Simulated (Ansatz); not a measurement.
# Gallium, diamond under LDA: ground state and equation of state

What does LDA give for gallium in the diamond structure? We relax it, solve it on a dense k-mesh, switch on spin-orbit coupling, then scale the cell to 7 volumes from 88 to 112 % of the relaxed one and try a fit of the equation of state. The k-meshes are 9×9×9 for the relaxation; 16×16×16 for the dense run; 10×10×10 for spin-orbit coupling; 11×11×11 for the volumes.

Method: DFT LDA (PW92), plane waves (420 eV) with PAW, scalar-relativistic; PAW files made under PBE, frozen cores solved again for the functional, in Ansatz 0.2.0.

## Step 1: The system as given

The structure is cubic, space group Fd-3m (No. 227). Conventional cell: a = 5.959 Å, b = 5.959 Å, c = 5.959 Å, α = 90.00°, β = 90.00°, γ = 90.00°. Around Ga (site symmetry -43m) lie 4 Ga at 2.58 Å.

As a file:

```cif
data_structure
_symmetry_space_group_name_H-M 'P 1'
_symmetry_Int_Tables_number 1
_cell_length_a 4.2138
_cell_length_b 4.2138
_cell_length_c 4.2138
_cell_angle_alpha 60.000
_cell_angle_beta 60.000
_cell_angle_gamma 60.000
_cell_volume 52.91
loop_
_atom_site_label
_atom_site_type_symbol
_atom_site_fract_x
_atom_site_fract_y
_atom_site_fract_z
_atom_site_occupancy
Ga1 Ga 0.12500 0.12500 0.12500 1
Ga2 Ga 0.87500 0.87500 0.87500 1
```

## Step 2: Relaxation of the cell

Contents of input.yaml:

```yaml
crystal:
  lattice:
    - [0.0, 2.9796103622, 2.9796103622]
    - [2.9796103622, 0.0, 2.9796103622]
    - [2.9796103622, 2.9796103622, 0.0]
  atoms:
    - { symbol: Ga, position: [0.125, 0.125, 0.125] }
    - { symbol: Ga, position: [0.875, 0.875, 0.875] }
hamiltonian:
  xc: lda
  pseudopotentials:
    kind: paw
    azcp:
      Ga: "pseudopotentials/Ga.paw.azcp"
basis:
  ecutwfc: 420
  fft_grid_basis: typed
kpoints:
  mp_grid: { grid: [9, 9, 9], shift: [0, 0, 0] }
magnetization:
  spin_polarized: false
scf:
  occupations: { method: fermi_dirac, width: 0.1 }
relax:
  max_steps: 60
  f_tol: 0.01
  cell: {}
```

Run with:

```sh
$ ansatz run input.yaml --threads 2 --pin off --max-ram 5120MiB --backend cpu --events-out ev --progress --plain --runs-dir out
```

Log:

```text
Warning: <dir> the record states the generating functional pbe (its physics header spells it `PBE`), which answers neither for hamiltonian.xc's functional nor for the lda family's — results may be inconsistent (PPs are generated against a specific XC)
Warning: RAYON_NUM_THREADS=2 ignored (pool sized by the plan → 2); use --threads N
Engine: ansatz 0.2.0, aarch64-unknown-linux-gnu
Pseudopotentials: kind: paw
Pseudopotential: Ga, paw, valence charge 13, recommended cutoff 420 eV (normal), <dir>
Functional definition: SPW92
  exchange = slater_x
  correlation = pw_c
Crystal: 2 atoms, lattice volume = 52.906 Å³
Basis set: ecut = 420 eV, 1037 PW (Γ)
Bands: 17, of which v1, the nominal top of the filled ones, is band 13 counted from 1 (12 counted from 0)
Symmetry: 48 space group operations
Space group: Fd-3m (ITA 227), of the structure as read, at distance tolerance 3.8e-5 Å
k-points: 35 of 729
Non-local potential: Ga, projectors of the file, l = 0: 2, l = 1: 2, l = 2: 3, l = 3: 1
PAW form: soft (Blöchl's): semilocal exchange-correlation on the pseudo side does not see the compensation charge
PAW frozen core: Ga, regenerated for the run's functional, and the local potential with it (the file was generated under x = pbe(κ = 0.804, μ = 0.2195149727645171), c = pbe(β = 0.06672455060314922))
PAW one-centre angular grid: Ga, 590 points (default); XC on 64 Gauss nodes
Initial density: superposition of atomic densities (neutral atoms: chi_scale 0, normalization atom), corrected by the library's trained network
Initial wavefunctions: pseudopotential atomic-orbital guess
Functional: x = slater, c = lda
SCF iter   1: F=—  HF=-7413.188610 eV  |F-HF|=—  |Δ(HF+E_count)|=         —  Δρ=3.94e-3  dr2=4.91e-3  ethr=1.77e-3  ⟨swp⟩=5.2  Hψ=2770  notcnv=0
preconditioner: auto → LDOS  [metal: Δε(μ)=0.037 eV  Ē_g=16.438 eV  σ=0.100 eV  W_gap=0.09  n_scr=14 (ndim 8)  ℏωp=26.0 eV  f_vac=0.053  D(μ)=1.57/eV (n_scr^D=14)  β→1.0]
SCF iter   2: F=—  HF=-7413.186717 eV  |F-HF|=—  |Δ(HF+E_count)|=   1.89e-3  Δρ=1.07e-3  dr2=2.94e-4  ethr=1.89e-5  ⟨swp⟩=2.2  Hψ=1332  notcnv=0
SCF iter   3: F=—  HF=-7413.186918 eV  |F-HF|=—  |Δ(HF+E_count)|=   2.01e-4  Δρ=8.40e-4  dr2=2.22e-4  ethr=1.13e-6  ⟨swp⟩=2.0  Hψ=1046  notcnv=0
SCF iter   4: F=—  HF=-7413.186693 eV  |F-HF|=—  |Δ(HF+E_count)|=   2.25e-4  Δρ=1.55e-4  dr2=6.02e-6  ethr=8.55e-7  ⟨swp⟩=2.0  Hψ=1046  notcnv=0
SCF iter   5: F=—  HF=-7413.186687 eV  |F-HF|=—  |Δ(HF+E_count)|=   6.02e-6  Δρ=1.67e-5  dr2=2.48e-7  ethr=2.32e-8  ⟨swp⟩=2.0  Hψ=945  notcnv=0
SCF iter   6: F=-7413.186687 eV  HF=-7413.186687 eV  |F-HF|=6.63e-10  |Δ(HF+E_count)|=   3.65e-8  Δρ=1.92e-6  dr2=3.18e-9  ethr=3.85e-10  ⟨swp⟩=4.0  Hψ=1991  notcnv=0
SCF 1 converged in 6 iterations: F = -7413.186687 eV  dr2 = 3.18e-9
relax step   1: F+E_penalty+E_count = -7413.18668666 eV  Δ(F+E_penalty+E_count) = +0.000e0 eV  max|allowed force component| = 9.252e-18 eV/Å  Δτ_max = 0.0000 Å  P = -4.875 GPa  Ω = 52.906 Å³  (6 SCF iters, dr2 threshold 1.00e-7 eV, accepted)
Crystal: 2 atoms, lattice volume = 47.946 Å³
Basis set: ecut = 420 eV, 941 PW (Γ)
Initial density: handed on by an earlier stage of this run
Initial wavefunctions: those handed on with the density
iter 1 solved again at ethr=1.36e-5 eV; its pass at ethr=3.10e-3 eV (dr2=3.54e-3 eV) is discarded
SCF iter   1: F=—  HF=-7413.299165 eV  |F-HF|=—  |Δ(HF+E_count)|=         —  Δρ=3.17e-3  dr2=3.68e-3  ethr=1.36e-5  ⟨swp⟩=1.4  Hψ=3435  notcnv=0
preconditioner: auto → LDOS  [metal: Δε(μ)=0.035 eV  Ē_g=16.722 eV  σ=0.100 eV  W_gap=0.09  n_scr=14 (ndim 8)  ℏωp=27.3 eV  f_vac=0.014  D(μ)=1.39/eV (n_scr^D=14)  β→1.0]
SCF iter   2: F=—  HF=-7413.299118 eV  |F-HF|=—  |Δ(HF+E_count)|=   4.74e-5  Δρ=2.38e-3  dr2=1.62e-3  ethr=1.36e-5  ⟨swp⟩=2.0  Hψ=1135  notcnv=0
SCF iter   3: F=—  HF=-7413.298051 eV  |F-HF|=—  |Δ(HF+E_count)|=   1.07e-3  Δρ=7.15e-4  dr2=1.60e-4  ethr=6.23e-6  ⟨swp⟩=2.0  Hψ=1069  notcnv=0
SCF iter   4: F=—  HF=-7413.297905 eV  |F-HF|=—  |Δ(HF+E_count)|=   1.46e-4  Δρ=1.55e-4  dr2=1.41e-5  ethr=6.15e-7  ⟨swp⟩=2.0  Hψ=943  notcnv=0
SCF iter   5: F=—  HF=-7413.297902 eV  |F-HF|=—  |Δ(HF+E_count)|=   3.56e-6  Δρ=2.90e-5  dr2=5.76e-7  ethr=5.43e-8  ⟨swp⟩=2.2  Hψ=970  notcnv=0
SCF iter   6: F=-7413.297902 eV  HF=-7413.297902 eV  |F-HF|=1.91e-10  |Δ(HF+E_count)|=   4.30e-8  Δρ=2.49e-6  dr2=2.20e-9  ethr=7.69e-10  ⟨swp⟩=4.0  Hψ=2015  notcnv=0
SCF 2 converged in 6 iterations: F = -7413.297902 eV  dr2 = 2.20e-9
relax step   2: F+E_penalty+E_count = -7413.29790174 eV  Δ(F+E_penalty+E_count) = -1.112e-1 eV  max|allowed force component| = 1.434e-16 eV/Å  Δτ_max = 0.0000 Å  P = -1.978 GPa  Ω = 47.946 Å³  energy of the carried Pulay correction = +5.336e-4 eV  (6 SCF iters, dr2 threshold 2.00e-7 eV, accepted)
Crystal: 2 atoms, lattice volume = 45.066 Å³
Basis set: ecut = 420 eV, 893 PW (Γ)
iter 1 solved again at ethr=6.70e-6 eV; its pass at ethr=3.10e-3 eV (dr2=1.74e-3 eV) is discarded
SCF iter   1: F=—  HF=-7413.311442 eV  |F-HF|=—  |Δ(HF+E_count)|=         —  Δρ=2.37e-3  dr2=1.80e-3  ethr=6.70e-6  ⟨swp⟩=1.2  Hψ=3385  notcnv=0
preconditioner: auto → Kerker (q_TF=auto, 2.489 Å⁻¹)  [metal: Δε(μ)=0.084 eV  Ē_g=17.015 eV  σ=0.100 eV  W_gap=0.20  n_scr=14 (ndim 8)  ℏωp=28.2 eV  f_vac=0.009  D(μ)=1.24/eV (n_scr^D=14)]
SCF iter   2: F=—  HF=-7413.310937 eV  |F-HF|=—  |Δ(HF+E_count)|=   5.05e-4  Δρ=1.17e-3  dr2=5.08e-4  ethr=6.70e-6  ⟨swp⟩=2.6  Hψ=1015  notcnv=0
SCF iter   3: F=—  HF=-7413.310804 eV  |F-HF|=—  |Δ(HF+E_count)|=   1.33e-4  Δρ=5.52e-4  dr2=1.17e-4  ethr=1.95e-6  ⟨swp⟩=2.0  Hψ=943  notcnv=0
SCF iter   4: F=—  HF=-7413.310763 eV  |F-HF|=—  |Δ(HF+E_count)|=   4.10e-5  Δρ=2.09e-4  dr2=2.03e-5  ethr=4.49e-7  ⟨swp⟩=2.0  Hψ=969  notcnv=0
SCF iter   5: F=—  HF=-7413.310766 eV  |F-HF|=—  |Δ(HF+E_count)|=   2.65e-6  Δρ=4.36e-5  dr2=1.73e-6  ethr=7.81e-8  ⟨swp⟩=2.0  Hψ=648  notcnv=0
SCF iter   6: F=-7413.310766 eV  HF=-7413.310766 eV  |F-HF|=4.15e-8  |Δ(HF+E_count)|=   1.87e-7  Δρ=1.18e-5  dr2=8.25e-8  ethr=7.69e-10  ⟨swp⟩=2.7  Hψ=2289  notcnv=0
SCF 3 converged in 6 iterations: F = -7413.310766 eV  dr2 = 8.25e-8
relax step   3: F+E_penalty+E_count = -7413.31076595 eV  Δ(F+E_penalty+E_count) = -1.286e-2 eV  max|allowed force component| = 1.920e-16 eV/Å  Δτ_max = 0.0000 Å  P = +0.757 GPa  Ω = 45.066 Å³  energy of the carried Pulay correction = +8.684e-4 eV  (6 SCF iters, dr2 threshold 2.00e-7 eV, accepted)
Crystal: 2 atoms, lattice volume = 45.828 Å³
iter 1 solved again at ethr=6.07e-7 eV; its pass at ethr=3.10e-3 eV (dr2=1.58e-4 eV) is discarded
SCF iter   1: F=—  HF=-7413.312330 eV  |F-HF|=—  |Δ(HF+E_count)|=         —  Δρ=6.80e-4  dr2=1.50e-4  ethr=6.07e-7  ⟨swp⟩=2.2  Hψ=3448  notcnv=0
preconditioner: auto → LDOS  [metal: Δε(μ)=0.056 eV  Ē_g=16.994 eV  σ=0.100 eV  W_gap=0.14  n_scr=14 (ndim 8)  ℏωp=28.0 eV  f_vac=0.018  D(μ)=1.29/eV (n_scr^D=14)  β→1.0]
SCF iter   2: F=—  HF=-7413.312321 eV  |F-HF|=—  |Δ(HF+E_count)|=   8.67e-6  Δρ=5.06e-4  dr2=6.64e-5  ethr=5.75e-7  ⟨swp⟩=2.0  Hψ=1031  notcnv=0
SCF iter   3: F=—  HF=-7413.312278 eV  |F-HF|=—  |Δ(HF+E_count)|=   4.27e-5  Δρ=1.41e-4  dr2=5.62e-6  ethr=2.55e-7  ⟨swp⟩=2.0  Hψ=1044  notcnv=0
SCF iter   4: F=—  HF=-7413.312273 eV  |F-HF|=—  |Δ(HF+E_count)|=   5.61e-6  Δρ=2.77e-5  dr2=4.28e-7  ethr=2.16e-8  ⟨swp⟩=2.0  Hψ=945  notcnv=0
SCF iter   5: F=-7413.312273 eV  HF=-7413.312273 eV  |F-HF|=3.01e-9  |Δ(HF+E_count)|=   1.14e-7  Δρ=4.86e-6  dr2=1.50e-8  ethr=7.69e-10  ⟨swp⟩=4.0  Hψ=2074  notcnv=0
SCF 4 converged in 5 iterations: F = -7413.312273 eV  dr2 = 1.50e-8
relax step   4: F+E_penalty+E_count = -7413.31227253 eV  Δ(F+E_penalty+E_count) = -1.507e-3 eV  max|allowed force component| = 1.342e-16 eV/Å  Δτ_max = 0.0000 Å  P = -0.071 GPa  Ω = 45.828 Å³  energy of the carried Pulay correction = +7.779e-4 eV  (5 SCF iters, dr2 threshold 2.00e-7 eV, accepted)
Crystal: 2 atoms, lattice volume = 45.762 Å³
iter 1 solved again at ethr=4.72e-9 eV; its pass at ethr=3.10e-3 eV (dr2=1.23e-6 eV) is discarded
SCF iter   1: F=—  HF=-7413.312296 eV  |F-HF|=—  |Δ(HF+E_count)|=         —  Δρ=5.44e-5  dr2=9.48e-7  ethr=4.72e-9  ⟨swp⟩=2.0  Hψ=3234  notcnv=0
preconditioner: auto → LDOS  [metal: Δε(μ)=0.060 eV  Ē_g=16.987 eV  σ=0.100 eV  W_gap=0.15  n_scr=14 (ndim 8)  ℏωp=28.0 eV  f_vac=0.016  D(μ)=1.28/eV (n_scr^D=14)  β→1.0]
SCF iter   2: F=—  HF=-7413.312296 eV  |F-HF|=—  |Δ(HF+E_count)|=   6.74e-8  Δρ=4.11e-5  dr2=4.26e-7  ethr=3.65e-9  ⟨swp⟩=2.0  Hψ=1044  notcnv=0
SCF iter   3: F=—  HF=-7413.312296 eV  |F-HF|=—  |Δ(HF+E_count)|=   2.79e-7  Δρ=1.07e-5  dr2=3.24e-8  ethr=1.64e-9  ⟨swp⟩=2.0  Hψ=1046  notcnv=0
SCF iter   4: F=-7413.312296 eV  HF=-7413.312296 eV  |F-HF|=1.54e-9  |Δ(HF+E_count)|=   3.36e-8  Δρ=1.95e-6  dr2=2.07e-9  ethr=4.86e-11  ⟨swp⟩=4.0  Hψ=2076  notcnv=0
SCF 5 converged in 4 iterations: F = -7413.312296 eV  dr2 = 2.07e-9
relax step   5: F+E_penalty+E_count = -7413.31229561 eV  Δ(F+E_penalty+E_count) = -2.308e-5 eV  max|allowed force component| = 1.758e-16 eV/Å  Δτ_max = 0.0000 Å  P = -0.002 GPa  Ω = 45.762 Å³  energy of the carried Pulay correction = +7.857e-4 eV  (4 SCF iters, dr2 threshold 1.26e-8 eV, accepted)
Initial wavefunctions: pseudopotential atomic-orbital guess (no wavefunctions were taken with the density)
iter 1 solved again at ethr=3.24e-7 eV; its pass at ethr=3.10e-3 eV (dr2=8.43e-5 eV) is discarded
SCF iter   1: F=—  HF=-7413.311503 eV  |F-HF|=—  |Δ(HF+E_count)|=         —  Δρ=1.20e-4  dr2=2.36e-6  ethr=3.24e-7  ⟨swp⟩=2.4  Hψ=4041  notcnv=0
preconditioner: auto → LDOS  [metal: Δε(μ)=0.060 eV  Ē_g=16.988 eV  σ=0.100 eV  W_gap=0.15  n_scr=14 (ndim 8)  ℏωp=28.0 eV  f_vac=0.019  D(μ)=1.28/eV (n_scr^D=14)  β→1.0]
SCF iter   2: F=—  HF=-7413.311498 eV  |F-HF|=—  |Δ(HF+E_count)|=   5.73e-6  Δρ=1.02e-4  dr2=2.39e-6  ethr=9.06e-9  ⟨swp⟩=2.0  Hψ=1051  notcnv=0
SCF iter   3: F=—  HF=-7413.311495 eV  |F-HF|=—  |Δ(HF+E_count)|=   2.45e-6  Δρ=6.22e-5  dr2=9.58e-7  ethr=9.06e-9  ⟨swp⟩=2.0  Hψ=1046  notcnv=0
SCF iter   4: F=—  HF=-7413.311494 eV  |F-HF|=—  |Δ(HF+E_count)|=   1.06e-6  Δρ=1.93e-5  dr2=9.33e-8  ethr=3.68e-9  ⟨swp⟩=2.0  Hψ=945  notcnv=0
SCF iter   5: F=—  HF=-7413.311494 eV  |F-HF|=—  |Δ(HF+E_count)|=   1.14e-7  Δρ=3.06e-6  dr2=2.26e-9  ethr=3.59e-10  ⟨swp⟩=2.0  Hψ=1036  notcnv=0
SCF iter   6: F=—  HF=-7413.311494 eV  |F-HF|=—  |Δ(HF+E_count)|=   2.89e-9  Δρ=2.71e-7  dr2=1.66e-11  ethr=1.00e-12  ⟨swp⟩=4.5  Hψ=3178  notcnv=0
SCF iter   7: F=-7413.311494 eV  HF=-7413.311494 eV  |F-HF|=1.82e-12  |Δ(HF+E_count)|=  1.73e-11  Δρ=1.91e-8  dr2=1.58e-13  ethr=1.00e-12  ⟨swp⟩=5.0  Hψ=2507  notcnv=0
SCF 6 converged in 7 iterations: F = -7413.311494 eV  dr2 = 1.58e-13
relax step   6: F+E_penalty+E_count = -7413.31149403 eV  Δ(F+E_penalty+E_count) = +8.016e-4 eV  max|allowed force component| = 1.596e-16 eV/Å  Δτ_max = 0.0000 Å  P = -0.006 GPa  Ω = 45.762 Å³  stress off target by 6.36e-3 GPa  SCF on the basis re-selected at this cell (its energy is not comparable with the rows above)  (7 SCF iters)
basis re-selected at this cell: Δ(F+E_penalty+E_count) = +8.016e-4 eV, ΔP = -0.004 GPa vs the last step (what re-selecting the basis moved, of the pressure what is left beyond the Pulay correction that the steps carried, after the strain that the cell walked since its last selection, with what the two solves' SCF thresholds leave and, on support functions, any second-order correction that the steps lacked; it is no measure of the basis error at this ecutwfc). The dense FFT grid was sized anew with the basis: this SCF ran on 27×27×27 points, the steps before it on 30×30×30, so part of this shift can come from that change (see relax.cell in the input reference). This SCF's stress stands 6.36e-3 GPa from its target on what of the cell is left free (relax.cell.stress_tol is 5.00e-2 GPa) and its largest allowed force component is 1.60e-16 eV/Å (relax.f_tol is 1.00e-2 eV/Å): within both
SCF converged after 7 iterations
Free energy (F): -7413.311494 eV
Harris-Foulkes:  -7413.311494 eV  (|F-HF|=1.82e-12)
Internal energy: -7413.269822 eV  (E = F + TS)
E sigma→0 (E₀):  -7413.290658 eV
Entropy (-TS):   -0.041673 eV (-20.836 meV/atom)
Fermi energy:    6.384471 eV
--- Per-component energies (eV) ---
  E_band       = -151.721670
  E_kinetic    = 231.419219
  E_local      = -4162.271811  (includes V_loc(G=0)·N_el)
  E_nonlocal   = 846.915178
  E_hartree    = 1931.964370
  E_xc         = -138.475625
  E_vxc        = -117.911615  (∫ρ·V_xc dr)
  E_paw        = -3817.499342  (= ΣΔE_a)
  E_vpaw       = -813.801118  (= ΣTr[D̂ρ^β])
  E_aug_tail   = -0.000269  (compensation charges beyond the density's cutoff)
  E_ewald      = -2308.778501
  E_core_change = 3.456960  (= ΣΔE_core)
  E_smearing   = -0.041673  (= −TS)
  E_closure    = 0.000000  (closes the sum)
  Σ components = -7413.311494   (vs F -7413.311494, Δ=0.00e0)
--- Forces (eV/Å), atoms counted from 1 ---
  atom   1  Ga     0.00000000     0.00000000     0.00000000
  atom   2  Ga    -0.00000000    -0.00000000    -0.00000000
  max |Σ_I F_I| component: 6.01e-17 eV/Å
--- Stress (GPa, compression-positive) ---
       -0.006360       0.000000       0.000000
        0.000000      -0.006360       0.000000
        0.000000       0.000000      -0.006360
  P = ⅓ Tr σ = -0.0064 GPa (-0.064 kbar)
--- Relaxed structure (5 steps of the walk, 5 accepted, 1 SCFs on fresh bases) ---
  F+E_penalty+E_count = -7413.31149403 eV   max|allowed force component| = 1.596e-16 eV/Å   (the final SCF, on the basis selected at the relaxed cell)
  cell:  # Å, volume = 45.7616 Å³
    - [3.1527609414241006e-33, 2.8389446992938567, 2.8389446992938567]
    - [2.8389446992938567, 5.498225388176444e-33, 2.8389446992938567]
    - [2.8389446992938567, 2.8389446992938567, 1.7308341874242207e-33]
  atoms:
    - { symbol: Ga, position: [0.125, 0.125, 0.125] }
    - { symbol: Ga, position: [0.8749999999999999, 0.8749999999999999, 0.8749999999999999] }
```

Wall time 3.5 s (2 threads of Arm Neoverse V2, shared host); peak memory 0.32 GiB.

The walk, from the log:

```
step  energy change (meV/atom)  largest force (eV/Å)  pressure (GPa)  volume (Å³/atom)
   1                      0.00                0.0000           -4.88            26.453
   2                    -55.61                0.0000           -1.98            23.973
   3                    -62.04                0.0000            0.76            22.533
   4                    -62.79                0.0000           -0.07            22.914
   5                    -62.80                0.0000            0.00            22.881
   6                    -62.40                0.0000           -0.01            22.881
```

Steps that repeat a cell are solved on a basis chosen anew, so their changes of energy are no gain of the relaxation.

Changes in the cell that was computed:

|  | before | after | change |
| --- | --- | --- | --- |
| a (Å) | 4.214 | 4.015 | -4.7 % |
| b (Å) | 4.214 | 4.015 | -4.7 % |
| c (Å) | 4.214 | 4.015 | -4.7 % |
| volume (Å³/atom) | 26.453 | 22.881 | -13.5 % |
| shortest distance (Å) | 2.580 | 2.459 | -4.7 % |
| space group (spins left aside) | Fd-3m | Fd-3m | same |

## Step 3: Single point on a dense mesh

Contents of input.yaml:

```yaml
crystal:
  lattice:
    - [0.0, 2.8389446993, 2.8389446993]
    - [2.8389446993, 0.0, 2.8389446993]
    - [2.8389446993, 2.8389446993, 0.0]
  atoms:
    - { symbol: Ga, position: [0.125, 0.125, 0.125] }
    - { symbol: Ga, position: [0.875, 0.875, 0.875] }
hamiltonian:
  xc: lda
  pseudopotentials:
    kind: paw
    azcp:
      Ga: "pseudopotentials/Ga.paw.azcp"
basis:
  ecutwfc: 420
  fft_grid_basis: typed
kpoints:
  mp_grid: { grid: [16, 16, 16], shift: [0, 0, 0] }
magnetization:
  spin_polarized: false
scf:
  occupations: { method: fermi_dirac, width: 0.1 }
```

Run with:

```sh
$ ansatz run input.yaml --threads 2 --pin off --max-ram 5120MiB --backend cpu --events-out ev --progress --plain --runs-dir out
```

Log, shortened:

```text
Warning: <dir> the record states the generating functional pbe (its physics header spells it `PBE`), which answers neither for hamiltonian.xc's functional nor for the lda family's — results may be inconsistent (PPs are generated against a specific XC)
Warning: RAYON_NUM_THREADS=2 ignored (pool sized by the plan → 2); use --threads N
[...]
[... 3 set-up lines as earlier in the session ...]
[...]
Crystal: 2 atoms, lattice volume = 45.762 Å³
Basis set: ecut = 420 eV, 893 PW (Γ)
Bands: 17, of which v1, the nominal top of the filled ones, is band 13 counted from 1 (12 counted from 0)
[... 1 set-up line as earlier in the session ...]
Space group: Fd-3m (ITA 227), of the structure as read, at distance tolerance 3.6e-5 Å
k-points: 145 of 4096
[...]
SCF iter   1: F=—  HF=-7413.315133 eV  |F-HF|=—  |Δ(HF+E_count)|=         —  Δρ=4.24e-3  dr2=4.48e-3  ethr=1.77e-3  ⟨swp⟩=5.1  Hψ=11798  notcnv=0
[...]
SCF iter   7: F=-7413.313656 eV  HF=-7413.313656 eV  |F-HF|=3.32e-9  |Δ(HF+E_count)|=   1.14e-7  Δρ=2.18e-6  dr2=1.33e-9  ethr=3.85e-10  ⟨swp⟩=3.0  Hψ=6312  notcnv=0
[...]
SCF converged after 7 iterations
Free energy (F): -7413.313656 eV
[...]
E sigma→0 (E₀):  -7413.294233 eV
Entropy (-TS):   -0.038846 eV (-19.423 meV/atom)
Fermi energy:    6.364239 eV
[...]
```

Wall time 2 s (2 threads of Arm Neoverse V2, shared host); peak memory 0.35 GiB.

## Step 4: Spin-orbit coupling switched on

input.yaml: that of step 3 with these lines changed.

```diff
@@ -11,3 +11,3 @@
   pseudopotentials:
-    kind: paw
+    kind: paw_fr
     azcp:
@@ -18,5 +18,6 @@
 kpoints:
-  mp_grid: { grid: [16, 16, 16], shift: [0, 0, 0] }
+  mp_grid: { grid: [10, 10, 10], shift: [0, 0, 0] }
 magnetization:
-  spin_polarized: false
+  noncollinear: true
+  spin_orbit: true
 scf:
```

Run with:

```sh
$ ansatz run input.yaml --threads 2 --pin off --max-ram 5120MiB --backend cpu --events-out ev --progress --plain --runs-dir out
```

Log, shortened:

```text
Warning: <dir> the record states the generating functional pbe (its physics header spells it `PBE`), which answers neither for hamiltonian.xc's functional nor for the lda family's — results may be inconsistent (PPs are generated against a specific XC)
Warning: RAYON_NUM_THREADS=2 ignored (pool sized by the plan → 2); use --threads N
[...]
Pseudopotentials: kind: paw_fr
Pseudopotential: Ga, paw_fr, valence charge 13, recommended cutoff 420 eV (normal), <dir>
[... 1 set-up line as earlier in the session ...]
[...]
non-collinear run that drives no moment, with spin-orbit: no starting moment large enough to seed its density (crystal.atoms[].spin), no starting occupations that ask for one, no magnetisation constraint and no magnetic field, so the semilocal B_xc is pinned to zero
Crystal: 2 atoms, lattice volume = 45.762 Å³
Basis set: ecut = 420 eV, 893 PW (Γ)
Bands: 34, of which v1, the nominal top of the filled ones, is band 26 counted from 1 (25 counted from 0)
Symmetry: 48 space group operations + 48 with time reversal
[...]
k-points: 47 of 1000
Projection manifold: j_resolved (fully-relativistic pseudo-atomic orbitals)
[...]
SCF iter   1: F=—  HF=-7413.523722 eV  |F-HF|=—  |Δ(HF+E_count)|=         —  Δρ=2.38e-2  dr2=1.89e-1  dr2_m=0.00e0 (ungated)  ethr=3.10e-3  |M|=0.00e0 ∫|m|=0.00e0 μB  |m|>n=0.0e0 m-floor=0.0e0 τ_xc=0.0e0  β_m=0.30  ⟨swp⟩=6.1  Hψ=3665  notcnv=0  defer=36
[...]
spin=Noncollinear: Kerker preconditioning applied to the charge; magnetization (m_x, m_y, m_z) channels mix plain (no charge-response kernel on spin).
[...]
SCF iter   8: F=-7413.463497 eV  HF=-7413.463497 eV  |F-HF|=1.50e-9  |Δ(HF+E_count)|=   1.55e-7  Δρ=3.15e-6  dr2=2.53e-9  dr2_m=0.00e0 (ungated)  ethr=3.85e-10  |M|=0.00e0 ∫|m|=0.00e0 μB  |m|>n=0.0e0 m-floor=0.0e0 τ_xc=0.0e0  ⟨swp⟩=2.0  Hψ=1596  notcnv=0
[...]
SCF converged after 8 iterations
Magnetization: |M| = 0.0000 μB,  M = (+0.0000, +0.0000, +0.0000) μB
Absolute magnetization: 0.0000 μB (∫|m|)
  site 0: m = (+0.0000, +0.0000, +0.0000) μB, |m| = 0.0000 μB  (R = 1.01 Å)
  site 1: m = (+0.0000, +0.0000, +0.0000) μB, |m| = 0.0000 μB  (R = 1.01 Å)
Free energy (F): -7413.463497 eV
[...]
E sigma→0 (E₀):  -7413.444512 eV
Entropy (-TS):   -0.037970 eV (-18.985 meV/atom)
Fermi energy:    6.367854 eV
[...]
```

Wall time 3.5 s (2 threads of Arm Neoverse V2, shared host); peak memory 0.42 GiB.

With and without spin-orbit coupling:

```
                          scalar-relativistic      with spin-orbit coupling
         k-mesh                      16×16×16                      10×10×10
gap on the mesh  none (levels filled in part)  none (levels filled in part)
```

The meshes differ, so small differences between the columns need not come from spin-orbit coupling.

[end of part 1 of 2]
